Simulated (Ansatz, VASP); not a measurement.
## Two plane-wave programs on ZnS

The input INCAR:

```
PREC = Accurate
ENCUT = 520
EDIFF = 1E-6
ISMEAR = 0
SIGMA = 0.05
LREAL = F
LASPH = T
NELM = 60
ALGO = Normal
ISIF = 2
LWAVE = F
LCHARG = F
GGA = PE
NBANDS = 16
```

KPOINTS

```
Automatic mesh
0
Gamma
  10 10 10
```

Contents of POSCAR:

```
ZnS
1.0
    0.0000000000      2.8552102708      2.4269287302
    2.8552102708      0.0000000000      2.4269287302
    2.8552102708      2.8552102708      0.0000000000
Zn S
1 1
Direct
    0.0000000000      0.0000000000      0.0000000000
    0.7500000000      0.7500000000      0.7500000000
```

Input for Ansatz:

```yaml
crystal:
  lattice:
    - [0.0, 2.8552102708, 2.4269287302]
    - [2.8552102708, 0.0, 2.4269287302]
    - [2.8552102708, 2.8552102708, 0.0]
  atoms:
    - { symbol: Zn, position: [0.0, 0.0, 0.0] }
    - { symbol: S, position: [0.75, 0.75, 0.75] }
basis:
  ecutwfc: 420
kpoints:
  mp_grid: { grid: [10, 10, 10] }
hamiltonian:
  xc: pbe
scf:
  occupations: { method: gaussian, width: 0.05 }
output:
  forces: true
  stress: true
  eigenvalues: true
```

Alike in both runs: task single point; functional PBE; k mesh 10 × 10 × 10; occupations gaussian, width 0.05 eV; no spin polarisation.

|  | VASP | Ansatz |
| --- | --- | --- |
| version | VASP 6.6.1 | Ansatz 0.2.0 |
| potentials or method | VASP PAW PBE potentials, release 64 (Zn, S) | scalar-relativistic, plane waves, PAW |
| plane-wave cutoff (eV) | 520 | 420 |
| valence electrons in the cell | 18 | 18 |

```csv
,VASP,Ansatz,Ansatz less VASP
gap on the k mesh at the Fermi level (eV),1.77,1.76,-0.006
least direct gap on the mesh (eV),1.77,1.76,-0.006
pressure (GPa),0.8,0.7,-0.15
largest component of the traceless stress (GPa),3.20,3.23,+0.033
```

A hybrid or GW would open this gap; PBE tends to underestimate it.
